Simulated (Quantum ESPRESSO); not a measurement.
Rb in Quantum ESPRESSO: the effect of functional

Crystal: Rb.

```
Rb
1.0
    -2.80250    2.80250    2.80250
     2.80250   -2.80250    2.80250
     2.80250    2.80250   -2.80250
Rb
1
Direct
  0.00000 0.00000 0.00000
```

Alike in all runs:

| Item | Value |
| --- | --- |
| Program | Quantum ESPRESSO 7.5 |
| Task | phonon dispersion |
| Cutoff | 612 eV |
| Density cutoff | 4898 eV |
| k mesh | 6 × 6 × 6 |
| Occupations | cold, width 0.2 eV |
| Spin | no spin polarisation |

Each run relaxes the cell or the atoms first.

Q: One run gave: relaxed volume 77.89 Å³/atom; highest phonon frequency 53 cm⁻¹. Which functional did it use?
A. PBE
B. LDA
C. PBEsol

A: B.

```tsv
functional	potentials or basis	relaxed volume (Å³/atom)	highest phonon frequency (cm⁻¹)
LDA	GBRV 1.5 LDA	77.89	53
PBE	GBRV 1.5 PBE	91.70	47
PBEsol	GBRV 1.5 PBEsol	86.92	49
```

Caveats: the mesh is thin for the phonons of a metal.

Not every run made on this cell is shown here.
